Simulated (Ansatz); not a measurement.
Runs of Ansatz 0.2.0 on HgSe. Symmetry: F-43m, No. 216, cubic system. Conventional cell: a = 6.078 Å, b = 6.078 Å, c = 6.078 Å, α = 90.00°, β = 90.00°, γ = 90.00°. Hg (site symmetry -43m) has 4 Se at 2.63 Å as nearest neighbours. Around Se (site symmetry -43m) lie 4 Hg at 2.63 Å. 

| task | level | potentials or basis | k mesh | cutoff (eV) | smearing | basis error allowed | gap on the mesh (eV) | pressure (GPa) |
| --- | --- | --- | --- | --- | --- | --- | --- | --- |
| phonons | PBE | all-electron LAPW, scalar-relativistic | 8 × 8 × 8 | 277 | fermi-dirac 0.05 eV | 0.002 eV/atom | none | - |
| phonons | PBEsol | all-electron PAW datasets made for the crystal | 8 × 8 × 8 | 240 | fermi-dirac 0.05 eV | - | none | - |
| elastic constants | PBE | all-electron LAPW, scalar-relativistic | 6 × 6 × 6 | 277 | fermi-dirac 0.05 eV | 0.002 eV/atom | none | 4.8 |
| single point | PBE | all-electron LAPW, scalar-relativistic | 5 × 5 × 5 | 256 | fermi-dirac 0.04 eV | 0.002 eV/atom | none | (a) |

Alike in all rows: no spin polarisation; cell as given.

**Question.** Fill in the values left out.

**Answer.** (a) 4.9.

Caveats: a metal's response needs a denser mesh (some runs); the k mesh is thin for a metal, which can move the energy by tens of meV per atom (some runs); the cell is more than 3 GPa from zero pressure, which shifts response properties (some runs); elastic constants of metals need much finer meshes, so these are rough (some runs).

A k mesh can miss the band edges, and the runs leave out spin-orbit coupling on Hg, Se.

A gap of «none» marks a metal or a gap under the smearing width.

The runs don't all hold the same shells in valence.
